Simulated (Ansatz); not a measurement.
Crystal: TePb.

```
Pb Te
1.0
     0.00000    3.23100    3.23100
     3.23100    0.00000    3.23100
     3.23100    3.23100    0.00000
Pb Te
1 1
Direct
  0.00000 0.00000 0.00000
  0.50000 0.50000 0.50000
```

Base run:

| Property | Result |
| --- | --- |
| Program | Ansatz 0.2.0 |
| Functional | PBEsol |
| Potentials or basis | all-electron LAPW, scalar-relativistic |
| Cutoff | 179 eV (chosen from the basis error) |
| Basis error allowed | 0.001 eV/atom |
| k mesh | 7 × 7 × 7 |
| Occupations | fermi-dirac, width 0.05 eV |
| Spin | no spin polarisation |

Its results: pressure -0.4 GPa.

Task: The run is repeated on the same cell with these changes: functional from PBEsol to PBE; k mesh from 7 × 7 × 7 to 5 × 5 × 5. What comes out?

Result: Pressure 2.1 GPa.

Several settings changed at once, so the effect can't be laid on one alone.
